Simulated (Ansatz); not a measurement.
# Mo (P-1) in Ansatz: convergence with wavefunction cutoff

Aim: find how far wavefunction cutoff must go before the results for Mo settle, at PBE. This setting moves, with any that are tied to it; all else stays.

Program: Ansatz 0.2.0. These are calculated values, not measurements. Logs are shortened: lines on timing, memory, paths and dates and some standing lists are left out, and cuts for length are marked.

### 1 Starting point

The typed cell holds 1 atom: a = 2.785 Å, b = 2.985 Å, c = 2.927 Å, α = 59.76°, β = 54.74°, γ = 58.94°.

This isn't the form of Mo at room conditions, which is bcc.

### 2 With wavefunction cutoff 200 eV

input.yaml

```yaml
crystal:
  lattice:
    - [0.15753066, 2.01904464, 1.9118309]
    - [2.12472561, -0.02639602, 2.09575758]
    - [2.02995326, 2.10819897, 0.06837633]
  atoms:
    - { symbol: Mo, position: [0.0, 0.0, 0.0] }
hamiltonian:
  xc: pbe
  pseudopotentials: { kind: paw }
kpoints:
  mp_grid: { grid: [9, 8, 8] }
scf:
  occupations: { method: gaussian, width: 0.05 }
output:
  forces: true
  stress: true
  eigenvalues: true
basis:
  ecutwfc: "200 eV"
```

Potentials or basis: Ansatz PAW.

On the command line:

```bash
ansatz run input.yaml --threads 2 --pin off --max-ram 5632MiB --backend cpu --events-out ev --progress --plain --runs-dir out
```

The program printed:

```text
Warning: basis.ecutwfc = 200 eV is below the records' recommended 420 eV, and the density's cutoff is lower with it unless basis.ecutrho_ratio is high enough to keep the records' density cutoff: compare with a run at a higher cutoff
Warning: RAYON_NUM_THREADS=2 ignored (pool sized by the plan → 2); use --threads N
Engine: ansatz 0.2.0, aarch64-unknown-linux-gnu
Pseudopotentials: kind: paw
Pseudopotential: Mo, paw, valence charge 14, recommended cutoff 420 eV (normal), Mo.paw.azcp
Functional definition: PBE
  parameter kappa = 0.804
  parameter beta = 0.06672455060314922
  exchange = pbe_x(kappa = kappa, mu = beta*pi^2/3)
  correlation = pbe_c(beta = beta)
Crystal: 1 atoms, lattice volume = 16.266 Å³
Basis set: ecut = 200 eV, 103 PW (Γ), exchange–correlation on 30×30×30 points (8 copies of the dense FFT grid, shifted against one another)
Bands: 11, of which v1, the nominal top of the filled ones, is band 7 counted from 1 (6 counted from 0)
Symmetry: 2 space group operations
Space group: P-1 (ITA 2), of the structure as read, at distance tolerance 2.5e-5 Å
k-points: 290 of 576
Non-local potential: Mo, projectors of the file, l = 0: 3, l = 1: 2, l = 2: 2, l = 3: 1
PAW form: soft (Blöchl's): semilocal exchange-correlation on the pseudo side does not see the compensation charge
PAW one-centre angular grid: Mo, 590 points (default); XC on 64 Gauss nodes
Initial density: superposition of atomic densities (neutral atoms: chi_scale 0, normalization atom), corrected by the library's trained network
Initial wavefunctions: pseudopotential atomic-orbital guess
Functional: x = pbe(κ = 0.804, μ = 0.2195149727645171), c = pbe(β = 0.06672455060314922)
SCF iter   1: F=—  HF=-4952.150775 eV  |F-HF|=—  |Δ(HF+E_count)|=         —  Δρ=6.96e-2  dr2=3.92e-1  ethr=1.77e-3  ⟨swp⟩=5.4  Hψ=16735  notcnv=0
preconditioner: auto → none  [metal: Δε(μ)=0.018 eV  Ē_g=7.991 eV  σ=0.050 eV  W_gap=0.20  n_scr=4 (ndim 8)  ℏωp=22.6 eV  f_vac=0.000  D(μ)=1.21/eV (n_scr^D=14)  sad-step TF]
SCF iter   2: F=—  HF=-4952.009658 eV  |F-HF|=—  |Δ(HF+E_count)|=   1.41e-1  Δρ=3.53e-2  dr2=8.53e-2  ethr=1.77e-3  ⟨swp⟩=2.5  Hψ=7324  notcnv=0  defer=30
SCF iter   3: F=—  HF=-4951.975611 eV  |F-HF|=—  |Δ(HF+E_count)|=   3.40e-2  Δρ=2.90e-3  dr2=4.04e-4  ethr=6.09e-4  ⟨swp⟩=2.0  Hψ=6320  notcnv=0  defer=30
SCF iter   4: F=—  HF=-4951.975960 eV  |F-HF|=—  |Δ(HF+E_count)|=   3.49e-4  Δρ=4.19e-4  dr2=2.24e-5  ethr=2.88e-6  ⟨swp⟩=2.2  Hψ=3675  notcnv=0  defer=30
SCF iter   5: F=—  HF=-4951.975959 eV  |F-HF|=—  |Δ(HF+E_count)|=   1.56e-6  Δρ=6.83e-5  dr2=3.16e-7  ethr=1.60e-7  ⟨swp⟩=2.7  Hψ=5115  notcnv=0  defer=30
SCF iter   6: F=-4951.975959 eV  HF=-4951.975959 eV  |F-HF|=6.41e-9  |Δ(HF+E_count)|=   2.65e-8  Δρ=1.01e-5  dr2=9.38e-9  ethr=7.14e-10  ⟨swp⟩=4.8  Hψ=11448  notcnv=0
SCF 1 converged in 6 iterations: F = -4951.975959 eV  dr2 = 9.38e-9
SCF converged after 6 iterations
Free energy (F): -4951.975959 eV
Harris-Foulkes:  -4951.975959 eV  (|F-HF|=6.41e-9)
Internal energy: -4951.974214 eV  (E = F + TS)
E sigma→0 (E₀):  -4951.975087 eV
Entropy (-TS):   -0.001744 eV (-1.744 meV/atom)
Fermi energy:    20.050386 eV
--- Per-component energies (eV) ---
  E_band       = -71.301323
  E_kinetic    = 441.974025
  E_local      = -807.341836  (includes V_loc(G=0)·N_el)
  E_nonlocal   = 136.032262
  E_hartree    = 263.826998
  E_xc         = -183.485497
  E_vxc        = -229.087253  (∫ρ·V_xc dr)
  E_paw        = -3197.973015  (= ΣΔE_a)
  E_vpaw       = -140.533486  (= ΣTr[D̂ρ^β])
  E_aug_tail   = 0.000328  (compensation charges beyond the density's cutoff)
  E_ewald      = -1605.007480
  E_smearing   = -0.001744  (= −TS)
  E_closure    = 0.000000  (closes the sum)
  Σ components = -4951.975959   (vs F -4951.975959, Δ=0.00e0)
--- Forces (eV/Å), atoms counted from 1 ---
  atom   1  Mo     0.00000000     0.00000000     0.00000000
  max |Σ_I F_I| component: 0.00e0 eV/Å
--- Stress (GPa, compression-positive) ---
        5.998444       3.348738       3.221768
        3.348736      16.170878      -1.349594
        3.221764      -1.349595       2.219463
  P = ⅓ Tr σ = 8.1296 GPa (81.296 kbar)
--- Band table (eV; the first three rows and the last of 290) ---
  k-point 0: bands = ["-42.1078", "-15.0163", "-14.9673", "-14.5894", "13.1250", "18.4214", "18.5247", "20.4626", "21.5853", "22.3326", "32.9360"]
  k-point 1: bands = ["-42.0813", "-15.1606", "-15.1025", "-14.8666", "13.7449", "18.4492", "18.5468", "20.2186", "21.3299", "21.8314", "33.9990"]
  k-point 2: bands = ["-41.9904", "-15.5249", "-15.0967", "-15.0055", "15.0277", "18.6854", "18.8425", "20.2403", "21.5863", "21.9186", "33.5421"]
  k-point 289: bands = ["-41.8128", "-16.3215", "-15.4528", "-15.2908", "15.5924", "17.9242", "19.0502", "21.0822", "23.6643", "25.8224", "31.7875"]
```

It took 0.76 s on 2 threads of Arm Neoverse V2, shared host; peak memory 0.26 GiB.

Results:

```
Free energy            : -4951.9760 eV
Pressure               : 8.1 GPa
Band gap on the k mesh : none (metal or under the smearing width)
```

### 3 With wavefunction cutoff 250 eV

input.yaml, as its differences from that of step 2:

```diff
@@ -19,2 +19,2 @@
 basis:
-  ecutwfc: "200 eV"
+  ecutwfc: "250 eV"
```

Potentials or basis: Ansatz PAW.

On the command line:

```bash
ansatz run input.yaml --threads 2 --pin off --max-ram 5632MiB --backend cpu --events-out ev --progress --plain --runs-dir out
```

It took 0.88 s on 2 threads of Arm Neoverse V2, shared host; peak memory 0.27 GiB.

What came out:

```yaml
Free_energy: -4955.1240 eV
Pressure: -1.3 GPa
Band_gap_on_the_k_mesh: none (metal or under the smearing width)
```

### 4 With wavefunction cutoff 300 eV

input.yaml, as its differences from that of step 3:

```diff
@@ -19,2 +19,2 @@
 basis:
-  ecutwfc: "250 eV"
+  ecutwfc: "300 eV"
```

On the command line:

```bash
ansatz run input.yaml --threads 2 --pin off --max-ram 5632MiB --backend cpu --events-out ev --progress --plain --runs-dir out
```

Run time: 0.97 s. Hardware: 2 threads of Arm Neoverse V2, shared host; peak memory 0.28 GiB.

Results:

```
Free energy            : -4955.5749 eV
Pressure               : -1.2 GPa
Band gap on the k mesh : none (metal or under the smearing width)
```

### 5 With wavefunction cutoff 350 eV

input.yaml, as its differences from that of step 4:

```diff
@@ -19,2 +19,2 @@
 basis:
-  ecutwfc: "300 eV"
+  ecutwfc: "350 eV"
```

On the command line:

```bash
ansatz run input.yaml --threads 2 --pin off --max-ram 5632MiB --backend cpu --events-out ev --progress --plain --runs-dir out
```

Run time: 1.1 s. Hardware: 2 threads of Arm Neoverse V2, shared host; peak memory 0.3 GiB.

What came out:

| Item | Value |
| --- | --- |
| Free energy | -4955.6253 eV |
| Pressure | -1.1 GPa |
| Band gap on the k mesh | none (metal or under the smearing width) |

### 6 With wavefunction cutoff 400 eV

input.yaml, as its differences from that of step 5:

```diff
@@ -19,2 +19,2 @@
 basis:
-  ecutwfc: "350 eV"
+  ecutwfc: "400 eV"
```

Potentials or basis: Ansatz PAW.

On the command line:

```bash
ansatz run input.yaml --threads 2 --pin off --max-ram 5632MiB --backend cpu --events-out ev --progress --plain --runs-dir out
```

Run time: 1.3 s. Hardware: 2 threads of Arm Neoverse V2, shared host; peak memory 0.31 GiB.

It converged, with:

```yaml
Free_energy: -4955.6281 eV
Pressure: -1.1 GPa
Band_gap_on_the_k_mesh: none (metal or under the smearing width)
```

### 7 With wavefunction cutoff 450 eV

input.yaml, as its differences from that of step 6:

```diff
@@ -19,2 +19,2 @@
 basis:
-  ecutwfc: "400 eV"
+  ecutwfc: "450 eV"
```

On the command line:

```bash
ansatz run input.yaml --threads 2 --pin off --max-ram 5632MiB --backend cpu --events-out ev --progress --plain --runs-dir out
```

It took 1.4 s on 2 threads of Arm Neoverse V2, shared host; peak memory 0.32 GiB.

It converged, with:

* Free energy: -4955.6288 eV
* Pressure: -1.1 GPa
* Band gap on the k mesh: none (metal or under the smearing width)

### 8 With wavefunction cutoff 500 eV

input.yaml, as its differences from that of step 7:

```diff
@@ -19,2 +19,2 @@
 basis:
-  ecutwfc: "450 eV"
+  ecutwfc: "500 eV"
```

On the command line:

```bash
ansatz run input.yaml --threads 2 --pin off --max-ram 5632MiB --backend cpu --events-out ev --progress --plain --runs-dir out
```

It took 1.6 s on 2 threads of Arm Neoverse V2, shared host; peak memory 0.33 GiB.

The run converged. Its results:

- Free energy: -4955.6293 eV
- Pressure: -1.1 GPa
- Band gap on the k mesh: none (metal or under the smearing width)

### 9 With wavefunction cutoff 600 eV

input.yaml, as its differences from that of step 8:

```diff
@@ -19,2 +19,2 @@
 basis:
-  ecutwfc: "500 eV"
+  ecutwfc: "600 eV"
```

Potentials or basis: Ansatz PAW.

On the command line:

```bash
ansatz run input.yaml --threads 2 --pin off --max-ram 5632MiB --backend cpu --events-out ev --progress --plain --runs-dir out
```

Wall time 1.7 s (2 threads of Arm Neoverse V2, shared host); peak memory 0.35 GiB.

Results (log left out):

- Free energy: -4955.6295 eV
- Pressure: -1.1 GPa
- Band gap on the k mesh: none (metal or under the smearing width)

### 10 With wavefunction cutoff 800 eV

input.yaml, as its differences from that of step 9:

```diff
@@ -19,2 +19,2 @@
 basis:
-  ecutwfc: "600 eV"
+  ecutwfc: "800 eV"
```

On the command line:

```bash
ansatz run input.yaml --threads 2 --pin off --max-ram 5632MiB --backend cpu --events-out ev --progress --plain --runs-dir out
```

Wall time 2.6 s (2 threads of Arm Neoverse V2, shared host); peak memory 0.39 GiB.

The run converged. Its results:

| Property | Result |
| --- | --- |
| Free energy | -4955.6295 eV |
| Pressure | -1.1 GPa |
| Band gap on the k mesh | none (metal or under the smearing width) |

### 11 Summary

```
wavefunction cutoff  energy less the tightest run, at zero smearing (meV/atom)  pressure (GPa)  SCF cycles  CPU time (s)  peak memory (GiB)
             200 eV                                                    3653.66            8.13           6           1.4               0.26
             250 eV                                                     505.51           -1.34           6           1.6               0.27
             300 eV                                                      54.57           -1.23           6           1.8               0.28
             350 eV                                                       4.23           -1.10           6           2.1                0.3
             400 eV                                                       1.45           -1.11           6           2.4               0.31
             450 eV                                                       0.67           -1.11           6           2.7               0.32
             500 eV                                                       0.20           -1.12           6             3               0.33
             600 eV                                                       0.05           -1.12           6           3.2               0.35
             800 eV                                                       0.00           -1.12           6             5               0.39
```

Against the tightest run, the energy stays within 1 meV/atom from 450 eV on; the pressure stays within 0.1 GPa from 350 eV on. The tightest run that finished is the yardstick and may itself not be fully converged.
